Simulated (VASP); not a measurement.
# Fe (Im-3m) in VASP: notebook

Runs on Fe. Level: PBE. Tasks: relaxation of cell and atoms, vibrations by finite differences.

All numbers are computed with VASP 6.6.1; they aren't measurements. Logs are shortened: lines on timing, memory, paths and dates and some standing lists are left out, and cuts for length are marked.

## Step 1: Starting point

It takes space group Im-3m (No. 229, cubic). The conventional cell has a = 2.886 Å, b = 2.886 Å, c = 2.886 Å, α = 90.00°, β = 90.00°, γ = 90.00°. Fe (site symmetry m-3m) has 8 Fe at 2.50 Å as nearest neighbours.

## Step 2: Relaxation of cell and atoms, PBE, collinear spin, ferromagnetic start

INCAR

```
  PREC = Accurate
  ENCUT = 700
  EDIFF = 1E-7
  ISMEAR = 0
  SIGMA = 0.1
  LREAL = F
  LASPH = T
  NELM = 150
  ALGO = Normal
  ISIF = 3
  LWAVE = F
  LCHARG = F
  ISPIN = 2
  MAGMOM = 2.5
  LORBIT = 11
  LMAXMIX = 4
  GGA = PE
  IBRION = 2
  NSW = 80
  EDIFFG = -0.002
```

KPOINTS

```
regular mesh
0
Gamma
  20 20 20
```

POSCAR

```
Fe
1.0
   -1.4430000000      1.4430000000      1.4430000000
    1.4430000000     -1.4430000000      1.4430000000
    1.4430000000      1.4430000000     -1.4430000000
Fe
1
Direct
    0.0000000000      0.0000000000      0.0000000000
```

Potentials or basis: VASP PAW PBE potentials, release 64 (Fe).

Run with:

```console
$ cat potpaw_PBE.64/Fe/POTCAR > POTCAR
$ mpirun -np 1 vasp_std > vasp.out
```

OUTCAR:

```text
PREC = Accurate
   ENCUT = 700
   EDIFF = 1E-7
   ISMEAR = 0
   LREAL = F
   LASPH = T
   NELM = 150
   ISIF = 3
   ISPIN = 2
   LORBIT = 11
   GGA = PE
   IBRION = 2
   NSW = 80
   EDIFFG = -0.002

 ion  position               nearest neighbor table
   1  0.000  0.000  0.000-

  LATTYP: Found a body centered cubic cell.
 ALAT       =     2.8860000000

  Lattice vectors:

 A1 = (  -1.4430000000,   1.4430000000,   1.4430000000)
 A2 = (   1.4430000000,  -1.4430000000,   1.4430000000)
 A3 = (   1.4430000000,   1.4430000000,  -1.4430000000)

Analysis of symmetry for initial positions (statically):
=====================================================================
 Subroutine PRICEL returns:
 Original cell was already a primitive cell.

 Routine SETGRP: Setting up the symmetry group for a
 body centered cubic supercell.

 Subroutine GETGRP returns: Found 48 space group operations
 (whereof 48 operations were pure point group operations)
 out of a pool of 48 trial point group operations.

The static configuration has the point symmetry O_h .

Analysis of symmetry for dynamics (positions and initial velocities):
=====================================================================
 Subroutine PRICEL returns:
 Original cell was already a primitive cell.

 Routine SETGRP: Setting up the symmetry group for a
 body centered cubic supercell.

 Subroutine GETGRP returns: Found 48 space group operations
 (whereof 48 operations were pure point group operations)
 out of a pool of 48 trial point group operations.

The dynamic configuration has the point symmetry O_h .

Analysis of structural, dynamic, and magnetic symmetry:
=====================================================================
 Subroutine PRICEL returns:
 Original cell was already a primitive cell.

 Routine SETGRP: Setting up the symmetry group for a
 body centered cubic supercell.

 Subroutine GETGRP returns: Found 48 space group operations
 (whereof 48 operations were pure point group operations)
 out of a pool of 48 trial point group operations.

The overall configuration has the point symmetry O_h .

 Subroutine INISYM returns: Found 48 space group operations
 (whereof 48 operations are pure point group operations),
 and found     1 'primitive' translations

----------------------------------------------------------------------------------------

                                     Primitive cell

  volume of cell :      12.0187

  direct lattice vectors                    reciprocal lattice vectors
    -1.443000000  1.443000000  1.443000000     0.000000000  0.346500347  0.346500347
     1.443000000 -1.443000000  1.443000000     0.346500347  0.000000000  0.346500347
     1.443000000  1.443000000 -1.443000000     0.346500347  0.346500347  0.000000000

  length of vectors
     2.499349315  2.499349315  2.499349315     0.490025489  0.490025489  0.490025489

  position of ions in fractional coordinates (direct lattice)
     0.000000000  0.000000000  0.000000000

  ion indices of the primitive-cell ions
   primitive index   ion index
                 1           1

----------------------------------------------------------------------------------------

 KPOINTS: regular mesh

Automatic generation of k-mesh.
 Grid dimensions read from file:
 generate k-points for:   20   20   20

 Generating k-lattice:

  Cartesian coordinates                     Fractional coordinates (reciprocal lattice)
     0.000000000  0.017325017  0.017325017     0.050000000  0.000000000  0.000000000
     0.017325017  0.000000000  0.017325017     0.000000000  0.050000000  0.000000000
     0.017325017  0.017325017  0.000000000     0.000000000  0.000000000  0.050000000

  Length of vectors
     0.024501274  0.024501274  0.024501274

  Shift w.r.t. Gamma in fractional coordinates (k-lattice)
     0.000000000  0.000000000  0.000000000

 Subroutine IBZKPT returns following result:
 ===========================================

 Found    256 irreducible k-points:

 Following reciprocal coordinates:
            Coordinates               Weight
  0.000000  0.000000  0.000000      1.000000
  0.050000  0.000000  0.000000     12.000000
  0.100000  0.000000  0.000000     12.000000
  0.150000  0.000000  0.000000     12.000000
  0.200000  0.000000  0.000000     12.000000
  0.250000  0.000000  0.000000     12.000000
[... 16 lines left out ...]
  0.200000  0.100000  0.000000     48.000000
  0.250000  0.100000  0.000000     48.000000
 [... further k-points ...]
   k-points           NKPTS =    256   k-points in BZ     NKDIM =    256   number of bands    NBANDS=      9
   number of dos      NEDOS =    301   number of ions     NIONS =      1
   total plane-waves  NPLWV =  13824
   dimension x,y,z NGX =    24 NGY =   24 NGZ =   24
   dimension x,y,z NGXF=    48 NGYF=   48 NGZF=   48
   ions per type =               1
   NGX,Y,Z   is equivalent  to a cutoff of  15.96, 15.96, 15.96 a.u.
   NGXF,Y,Z  is equivalent  to a cutoff of  31.93, 31.93, 31.93 a.u.
 SYSTEM =  unknown system
   PREC   = accura    normal or accurate (medium, high low for compatibility)
   ISTART =      0    job   : 0-new  1-cont  2-samecut
   ICHARG =      2    charge: 1-file 2-atom 10-const
   ISPIN  =      2    spin polarized calculation?
   LNONCOLLINEAR =      F non collinear calculations
   LSORBIT =      F    spin-orbit coupling
   LASPH  =      T    aspherical Exc in radial PAW
   ENCUT  =  700.0 eV  51.45 Ry    7.17 a.u.   5.39  5.39  5.39*2*pi/ulx,y,z
   NELM   =    150;   NELMIN=  2; NELMDL= -5     # of ELM steps
   EDIFF  = 0.1E-06   stopping-criterion for ELM
   LREAL  =      F    real-space projection
   EDIFFG = -.2E-02   stopping-criterion for IOM
   NSW    =     80    number of steps for IOM
   IBRION =      2    ionic relax: 0-MD 1-quasi-New 2-CG
   NFREE  =      1    steps in history (QN), initial steepest desc. (CG)
   ISIF   =      3    stress and relaxation
   ISYM   =      2    0-nonsym 1-usesym 2-fastsym
   POTIM  = 0.5000    time-step for ionic-motion
   TEBEG  =    0.0;   TEEND  =   0.0 temperature during run
   PSTRESS=    0.0 pullay stress
   NELECT =       8.0000    total number of electrons
   NUPDOWN=      -1.0000    fix difference up-down
   EMIN   =  10.00;   EMAX   =-10.00  energy-range for DOS
   EFERMI =   0.00;   METHOD = LEGACY
   ISMEAR =     0;   SIGMA  =   0.10  broadening in eV -4-tet -1-fermi 0-gaus
   EFERMI_NEDOS =   21; number of points for ismear=-14 and -15
   IALGO  =     38    algorithm
   IMIX   =      4    mixing-type and parameters
     AMIX     =   0.40;   BMIX     =  1.00
     AMIX_MAG =   1.60;   BMIX_MAG =  1.00
  volume/ion in A,a.u.               =      12.02        81.11
  Fermi-wavevector in a.u.,A,eV,Ry     =   1.429394  2.701162 27.798962  2.043166
  Thomas-Fermi vector in A             =   2.549352
   LORBIT       =     11    0 simple, 1 ext, 2 COOP (PROOUT), +10 PAW based schemes
   GGA     = PE    functional components
   LHFCALC =     F    Hartree Fock is set to
   AEXX    =    0.0000 exact exchange contribution
   IVDW    =     0    specifies the selected vdW correction
   LEPSILON=     F    determine dielectric tensor
   LRPA    =     F    only Hartree local field effects (RPA)
 conjugate gradient relaxation of ions
 spin polarized calculation
 Gauss-broadening in eV      SIGMA  =   0.10
  energy-cutoff  :      700.00
  volume of cell :       12.02
 maximum number of plane-waves:       532
 NGX is ok and might be reduce to    24
   NGX = 11   NGY = 11   NGZ = 11

--------------------------------------- Ionic step        1  -------------------------------------------

 number of electron       7.9999998 magnetization       2.2839574

 Free energy of the ion-electron system (eV)
  ---------------------------------------------------
  ext. energy  EPLUGINS =         0.00000000
  ---------------------------------------------------
  free energy    TOTEN  =        -8.22437058 eV

  energy without entropy =       -8.21931601  energy(sigma->0) =       -8.22184330

------------------------ aborting loop because EDIFF is reached ----------------------------------------

  FORCE on cell =-STRESS in cart. coord.  units (eV):
  Direction    XX          YY          ZZ          XY          YZ          ZX
  --------------------------------------------------------------------------------------
  -------------------------------------------------------------------------------------
  Total       -0.7047199     -0.7047199     -0.7047199     -0.0000000      0.0000000     -0.0000000
  in kB      -93.9438018    -93.9438018    -93.9438018     -0.0000000      0.0000000     -0.0000000
  external PRESSURE =     -93.9438018 kB  Pullay stress =       0.0000000 kB
[... 86 lines left out ...]
  FREE ENERGIE OF THE ION-ELECTRON SYSTEM (eV)
  ---------------------------------------------------
  free  energy   TOTEN  =        -8.2447722307 eV

  energy  without entropy=       -8.2394442626  energy(sigma->0) =       -8.24210825

[... ionic steps 4 to 14 ...]

--------------------------------------- Ionic step       15  -------------------------------------------

 number of electron       8.0000003 magnetization       2.1967318

------------------------ aborting loop because EDIFF is reached ----------------------------------------
[... 65 lines left out ...]
--------------------------------------- Ionic step       17  -------------------------------------------

 number of electron       8.0000003 magnetization       2.1969108

 Free energy of the ion-electron system (eV)
  ---------------------------------------------------
  ext. energy  EPLUGINS =         0.00000000
  ---------------------------------------------------
  free energy    TOTEN  =        -8.24477305 eV

  energy without entropy =       -8.23945499  energy(sigma->0) =       -8.24211402

 E-fermi :   5.8210     XC(G=0): -13.1177

 val. band max:        5.8186150444   @ k =  -0.4500  -0.4500   0.3000
 cond. band min:       5.8220224381   @ k =  -0.4000   0.5000   0.1500
 fundamental gap:      0.0034073937
 Fermi energy:         5.8209959108

 spin component 1

 k-point     1 :       0.0000    0.0000    0.0000
  band No.  band energies     occupation
      1      -2.6087      1.00000
      2       3.5163      1.00000
      3       3.5163      1.00000
      4       3.5163      1.00000
      5       4.7276      1.00000
      6       4.7276      1.00000
      7      30.8497      0.00000
      8      30.8497      0.00000
      9      30.8497      0.00000
[... 265 lines left out ...]
 k-point    24 :       0.2500    0.1000    0.0000
  band No.  band energies     occupation
      1       0.5471      1.00000
      2       2.8004      1.00000
      3       3.2573      1.00000
      4       4.5598      1.00000
      5       4.9265      1.00000
      6       5.5319      0.99998
      7      19.5134      0.00000
      8      23.9967      0.00000
      9      27.4757      0.00000

 [... further k-points ...]

 spin component 2

 k-point     1 :       0.0000    0.0000    0.0000
  band No.  band energies     occupation
      1      -2.4405      1.00000
      2       5.4324      1.00000
      3       5.4325      1.00000
      4       5.4325      1.00000
      5       7.4863      0.00000
      6       7.4864      0.00000
      7      30.5979      0.00000
      8      30.5979      0.00000
      9      30.5979      0.00000
[... 304 lines left out ...]
  FREE ENERGIE OF THE ION-ELECTRON SYSTEM (eV)
  ---------------------------------------------------
  free  energy   TOTEN  =        -8.2447730479 eV

  energy  without entropy=       -8.2394549870  energy(sigma->0) =       -8.24211402

 reached required accuracy - stopping structural energy minimisation

 total charge

# of ion       s       p       d       tot
------------------------------------------
    1        0.487   0.542   6.240   7.269

 magnetization (x)

# of ion       s       p       d       tot
------------------------------------------
    1       -0.013  -0.056   2.263   2.194
```

Run time: 2.2 min. Hardware: 1 thread of Intel Xeon 6975P-C (Granite Rapids), shared host; peak memory 0.23 GiB.

What came out:

| Property | Result |
| --- | --- |
| Free energy | -8.2448 eV |
| Relaxed volume | 11.36 Å³/atom |
| Relaxed cell | a = 2.453 Å, b = 2.453 Å, c = 2.453 Å, α = 109.47°, β = 109.47°, γ = 109.47° |
| Space group after relaxing (to 0.05 Å) | Im-3m (No. 229) |
| Energy gained by relaxing | 20.4 meV/atom |
| Ionic steps | 17 |
| Pressure after relaxing | 0.0 GPa |
| Band gap on the k mesh | none (metal or under the smearing width) |
| Net moment | 2.20 μB per cell |
| Site moments | Fe +2.19 μB |
| Valence electrons inside the program's atomic spheres | Fe 7.27 |

The path:
| step | energy change (eV) | largest force (eV/Å) | pressure (GPa) | volume (Å³) |
| --- | --- | --- | --- | --- |
| 1 | 0.0000 | 0.0000 | -9.39 | 12.02 |
| 2 | -0.0061 | 0.0000 | 9.46 | 10.83 |
| 3 | -0.0204 | 0.0000 | 0.09 | 11.35 |
| 4 | -0.0204 | 0.0000 | -0.11 | 11.37 |
| 5 | -0.0204 | 0.0000 | -0.08 | 11.37 |
| 6 | -0.0204 | 0.0000 | -0.03 | 11.36 |
| 7 | -0.0204 | 0.0000 | -0.10 | 11.36 |
| 8 | -0.0204 | 0.0000 | -0.10 | 11.36 |
| 9 | -0.0204 | 0.0000 | -0.09 | 11.36 |
| 10 | -0.0204 | 0.0000 | -0.08 | 11.36 |
| 11 | -0.0204 | 0.0000 | -0.06 | 11.36 |
| 12 | -0.0204 | 0.0000 | -0.08 | 11.36 |
| 13 | -0.0204 | 0.0000 | -0.05 | 11.36 |
| 14 | -0.0204 | 0.0000 | -0.04 | 11.36 |
| 15 | -0.0204 | 0.0000 | 0.03 | 11.36 |
| 16 | -0.0204 | 0.0000 | -0.04 | 11.36 |
| 17 | -0.0204 | 0.0000 | 0.02 | 11.36 |

Final structure:
```cif
data_structure
_symmetry_space_group_name_H-M 'P 1'
_symmetry_Int_Tables_number 1
_cell_length_a 2.4527
_cell_length_b 2.4527
_cell_length_c 2.4527
_cell_angle_alpha 109.471
_cell_angle_beta 109.471
_cell_angle_gamma 109.471
_cell_volume 11.36
loop_
_atom_site_label
_atom_site_type_symbol
_atom_site_fract_x
_atom_site_fract_y
_atom_site_fract_z
_atom_site_occupancy
Fe1 Fe 0.00000 0.00000 0.00000 1
```

Levels at points of the mesh, in eV from the Fermi level:
Spin up:
```csv
k point,band 3,band 4,band 5,band 6,band 7,band 8
"(0.00, 0.00, 0.00)",-2.30,-2.30,-1.09,-1.09,25.03,25.03
"(0.50, 0.00, 0.00)",-1.03,-0.90,0.38,0.52,7.36,18.37
"(0.50, 0.50, 0.50)",0.11,0.11,0.11,9.94,9.94,9.94
```
Spin down:
| k point | band 1 | band 2 | band 3 | band 4 | band 5 | band 6 | band 7 |
| --- | --- | --- | --- | --- | --- | --- | --- |
| (0.00, 0.00, 0.00) | -8.26 | -0.39 | -0.39 | -0.39 | 1.67 | 1.67 | 24.78 |
| (0.50, 0.00, 0.00) | -3.64 | -1.67 | 0.63 | 1.52 | 1.92 | 2.61 | 8.73 |
| (0.50, 0.50, 0.50) | -3.02 | -3.02 | 2.30 | 2.30 | 2.30 | 10.21 | 10.21 |

(Part 1 of 2 ends here.)
